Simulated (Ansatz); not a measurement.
input.yaml (Ansatz)

```yaml
crystal:
  lattice:
    - [-2.6771361347, 3.0799101184, 1.3127439678]
    - [3.0799101184, -2.6771361347, 1.3127439678]
    - [1.8744029413, 1.8744029413, -0.5750626789]
  atoms:
    - { symbol: Rh, position: [0.0101704648, 0.9898295352, 1.0] }
    - { symbol: Rh, position: [0.7398295352, 0.2601704648, 0.5] }
hamiltonian:
  xc: pbe
  pseudopotentials:
    kind: paw_fr
    azcp:
      Rh: "pseudopotentials/Rh.paw.azcp"
basis:
  ecutwfc: 420
  fft_grid_basis: typed
kpoints:
  mp_grid: { grid: [12, 12, 12], shift: [0, 0, 0] }
magnetization:
  noncollinear: true
  spin_orbit: true
scf:
  occupations: { method: fermi_dirac, width: 0.1 }
output:
  write_density: true
  write_potential: true
  elf: true
  volumetric_format: npy
```

and its output:

```
Warning: 4 symmetry operations that the atoms keep within the bar at which the run's group was sought (crystal.symmetry.tolerance 1.0e-5, or twice it) were not taken beside the 4 unitary ones that the detection took (of a slab, those that keep its plane). If the more symmetric cell is meant, write the vectors of crystal.lattice to more decimals, or, with the positions in fractional coordinates, give it by lengths and angles (which lays the cell in the standard orientation, to which the deck's other Cartesian keys then refer), with the lengths that are meant to be equal typed equal, the angles likewise, and each angle that the symmetry fixes typed at its exact value (of a frozen-density pass: in the run whose state it reads). The detection then takes those 4 too, where the atoms keep them as a group. The lattice (crystal.lattice as typed, or as saved on a frozen-density pass laid at its state's geometry) misses each of them by more than the tolerance, the farthest off changing a squared length by the fraction 2.8e-5. The run does not impose them: its cell is that one, or, where this deck is also told that its lattice was moved onto its group, that cell laid onto the operations that were taken. If the cell is strained on purpose, what lies past the tolerance is rightly left out.
Engine: ansatz 0.2.0, x86_64-unknown-linux-gnu
Pseudopotentials: kind: paw_fr
Pseudopotential: Rh, paw_fr, valence charge 17, recommended cutoff 420 eV (normal) 
Functional definition: PBE
  parameter kappa = 0.804
  parameter beta = 0.06672455060314922
  exchange = pbe_x(kappa = kappa, mu = beta*pi^2/3)
  correlation = pbe_c(beta = beta)
non-collinear run that drives no moment, with spin-orbit: no starting moment large enough to seed its density (crystal.atoms[].spin), no starting occupations that ask for one, no magnetisation constraint and no magnetic field, so the semilocal B_xc is pinned to zero
Crystal: 2 atoms, lattice volume = 29.665 Å³
Basis set: ecut = 420 eV, 597 PW (Γ)
Bands: 42, of which v1, the nominal top of the filled ones, is band 34 counted from 1 (33 counted from 0)
Symmetry: 4 space group operations + 4 with time reversal
Magnetic group: BNS 15.86 (UNI 93), of the structure as read, at distance tolerance 3.1e-5 Å
k-points: 476 of 1728
Projection manifold: j_resolved (fully-relativistic pseudo-atomic orbitals)
Non-local potential: Rh, projectors of the file, l = 0: 3, l = 1: 4, l = 2: 4, l = 3: 2
PAW form: soft (Blöchl's): semilocal exchange-correlation on the pseudo side does not see the compensation charge
PAW one-centre angular grid: Rh, 590 points (default); XC on 96 Gauss nodes
Initial density: superposition of atomic densities (chi_scale 0.1, normalization cell)
Initial wavefunctions: pseudopotential atomic-orbital guess
Functional: x = pbe(κ = 0.804, μ = 0.2195149727645171), c = pbe(β = 0.06672455060314922)
SCF iter   1: F=—  HF=-12809.874526 eV  |F-HF|=—  |Δ(HF+E_count)|=         —  Δρ=1.04e-1  dr2=3.02e0  dr2_m=0.00e0 (ungated)  ethr=3.10e-3  |M|=0.00e0 ∫|m|=0.00e0 μB  |m|>n=0.0e0 m-floor=0.0e0 τ_xc=0.0e0  β_m=0.30  ⟨swp⟩=8.2  Hψ=48966  notcnv=0  defer=18
spin=Noncollinear: Kerker preconditioning applied to the charge; magnetization (m_x, m_y, m_z) channels mix plain (no charge-response kernel on spin).
SCF iter   2: F=—  HF=-12809.333010 eV  |F-HF|=—  |Δ(HF+E_count)|=   5.42e-1  Δρ=6.49e-2  dr2=1.17e0  dr2_m=0.00e0 (ungated)  ethr=3.10e-3  |M|=0.00e0 ∫|m|=0.00e0 μB  |m|>n=0.0e0 m-floor=0.0e0 τ_xc=0.0e0  β_m=0.53  ⟨swp⟩=3.0  Hψ=17509  notcnv=0  defer=158
SCF iter   3: F=—  HF=-12809.008558 eV  |F-HF|=—  |Δ(HF+E_count)|=   3.24e-1  Δρ=1.39e-2  dr2=2.10e-2  dr2_m=0.00e0 (ungated)  ethr=3.10e-3  |M|=0.00e0 ∫|m|=0.00e0 μB  |m|>n=0.0e0 m-floor=0.0e0 τ_xc=0.0e0  β_m=0.76  ⟨swp⟩=2.0  Hψ=15915  notcnv=0  defer=158
SCF iter   4: F=—  HF=-12809.017564 eV  |F-HF|=—  |Δ(HF+E_count)|=   9.01e-3  Δρ=3.25e-3  dr2=3.27e-3  dr2_m=0.00e0 (ungated)  ethr=6.16e-5  |M|=0.00e0 ∫|m|=0.00e0 μB  |m|>n=0.0e0 m-floor=0.0e0 τ_xc=0.0e0  β_m=0.85  ⟨swp⟩=2.8  Hψ=22260  notcnv=0  defer=158
SCF iter   5: F=—  HF=-12809.016851 eV  |F-HF|=—  |Δ(HF+E_count)|=   7.13e-4  Δρ=4.83e-4  dr2=5.44e-5  dr2_m=0.00e0 (ungated)  ethr=9.60e-6  |M|=0.00e0 ∫|m|=0.00e0 μB  |m|>n=0.0e0 m-floor=0.0e0 τ_xc=0.0e0  β_m=0.92  ⟨swp⟩=2.0  Hψ=14006  notcnv=0  defer=158
SCF iter   6: F=—  HF=-12809.016867 eV  |F-HF|=—  |Δ(HF+E_count)|=   1.59e-5  Δρ=1.29e-4  dr2=4.11e-6  dr2_m=0.00e0 (ungated)  ethr=1.60e-7  |M|=0.00e0 ∫|m|=0.00e0 μB  |m|>n=0.0e0 m-floor=0.0e0 τ_xc=0.0e0  β_m=0.96  ⟨swp⟩=2.4  Hψ=18344  notcnv=0  defer=158
SCF iter   7: F=—  HF=-12809.016867 eV  |F-HF|=—  |Δ(HF+E_count)|=   1.44e-7  Δρ=4.34e-5  dr2=3.92e-7  dr2_m=0.00e0 (ungated)  ethr=1.21e-8  |M|=0.00e0 ∫|m|=0.00e0 μB  |m|>n=0.0e0 m-floor=0.0e0 τ_xc=0.0e0  β_m=0.98  ⟨swp⟩=2.2  Hψ=15928  notcnv=0  defer=158
SCF iter   8: F=-12809.016867 eV  HF=-12809.016867 eV  |F-HF|=1.70e-9  |Δ(HF+E_count)|=   3.92e-8  Δρ=6.30e-6  dr2=7.07e-9  dr2_m=0.00e0 (ungated)  ethr=2.94e-10  |M|=0.00e0 ∫|m|=0.00e0 μB  |m|>n=0.0e0 m-floor=0.0e0 τ_xc=0.0e0  ⟨swp⟩=4.0  Hψ=27096  notcnv=0
SCF 1 converged in 8 iterations: F = -12809.016867 eV  dr2 = 7.07e-9
SCF converged after 8 iterations
Magnetization: |M| = 0.0000 μB,  M = (+0.0000, +0.0000, +0.0000) μB
Absolute magnetization: 0.0000 μB (∫|m|)
  site 0: m = (+0.0000, +0.0000, +0.0000) μB, |m| = 0.0000 μB  (R = 1.07 Å)
  site 1: m = (+0.0000, +0.0000, +0.0000) μB, |m| = 0.0000 μB  (R = 1.07 Å)
Free energy (F): -12809.016867 eV
Harris-Foulkes:  -12809.016867 eV  (|F-HF|=1.70e-9)
Internal energy: -12808.918382 eV  (E = F + TS)
E sigma→0 (E₀):  -12808.967625 eV
Entropy (-TS):   -0.098485 eV (-49.243 meV/atom)
Fermi energy:    20.358900 eV
--- Per-component energies (eV) ---
  E_band       = -234.745685
  E_kinetic    = 1145.331166
  E_local      = -3405.357142  (includes V_loc(G=0)·N_el)
  E_nonlocal   = 708.461745
  E_hartree    = 1207.426853
  E_xc         = -442.912872
  E_vxc        = -555.930404  (∫ρ·V_xc dr)
  E_paw        = -7176.711469  (= ΣΔE_a)
  E_vpaw       = -542.107338  (= ΣTr[D̂ρ^β])
  E_aug_tail   = 0.001711  (compensation charges beyond the density's cutoff)
  E_ewald      = -4845.158374
  E_smearing   = -0.098485  (= −TS)
  E_closure    = 0.000000  (closes the sum)
  Σ components = -12809.016867   (vs F -12809.016867, Δ=0.00e0)
--- Band table (eV; the first three rows and the last of 476) ---
  k-point 0: bands = ["-58.3642", "-58.3642", "-58.2206", "-58.2206", "-28.9489", "-28.9489", "-28.6144", "-28.6144", "-25.2399", "-25.2399", "-24.8179", "-24.8179", "-24.6529", "-24.6529", "-24.6239", "-24.6239", "12.9356", "12.9356", "14.4722", "14.4722", "15.5372", "15.5372", "16.4833", "16.4833", "17.1095", "17.1095", "18.6560", "18.6560", "18.8460", "18.8460", "19.5690", "19.5690", "20.0356", "20.0356", "20.5390", "20.5390", "21.5575", "21.5575", "22.9355", "22.9355", "30.4179", "30.4179"]
  k-point 1: bands = ["-58.3595", "-58.3595", "-58.2208", "-58.2208", "-28.9480", "-28.9480", "-28.6254", "-28.6254", "-25.2358", "-25.2358", "-24.8246", "-24.8246", "-24.6608", "-24.6608", "-24.6446", "-24.6446", "13.1190", "13.1190", "14.6471", "14.6471", "15.5450", "15.5450", "16.5226", "16.5226", "17.0863", "17.0863", "18.6744", "18.6744", "18.8253", "18.8253", "19.3212", "19.3212", "20.2122", "20.2122", "20.5127", "20.5127", "20.7843", "20.7843", "23.9163", "23.9163", "30.3753", "30.3753"]
  k-point 2: bands = ["-58.3462", "-58.3462", "-58.2217", "-58.2217", "-28.9447", "-28.9447", "-28.6568", "-28.6568", "-25.2245", "-25.2245", "-24.8397", "-24.8397", "-24.7171", "-24.7171", "-24.6686", "-24.6686", "13.6380", "13.6380", "15.1191", "15.1191", "15.5675", "15.5675", "16.5962", "16.5962", "17.0545", "17.0545", "18.5428", "18.5428", "18.8263", "18.8263", "18.9813", "18.9813", "19.8396", "19.8396", "20.4512", "20.4512", "20.5404", "20.5404", "25.4833", "25.4833", "30.2264", "30.2264"]
  k-point 475: bands = ["-58.2585", "-58.2585", "-58.2585", "-58.2585", "-28.8757", "-28.8757", "-28.8757", "-28.8757", "-25.1579", "-25.1579", "-25.1579", "-25.1579", "-24.7085", "-24.7085", "-24.7085", "-24.7085", "14.7742", "14.7742", "14.7742", "14.7742", "16.6220", "16.6220", "16.6220", "16.6220", "18.5263", "18.5263", "18.5263", "18.5263", "19.7457", "19.7457", "19.7457", "19.7457", "20.8208", "20.8208", "20.8208", "20.8208", "21.3614", "21.3614", "21.3614", "21.3614", "28.1871", "28.1871"]
```

Launched by

```sh
ansatz run input.yaml --threads 1 --pin off --max-ram 3584MiB --backend cpu --events-out ev --progress --plain --runs-dir out
```

On 1 thread of Intel(R) Xeon(R) Platinum 8259CL CPU @ 2.50GHz (Skylake/Cascade Lake) (shared host) this took about 210 s of wall time and 170 s of CPU time.
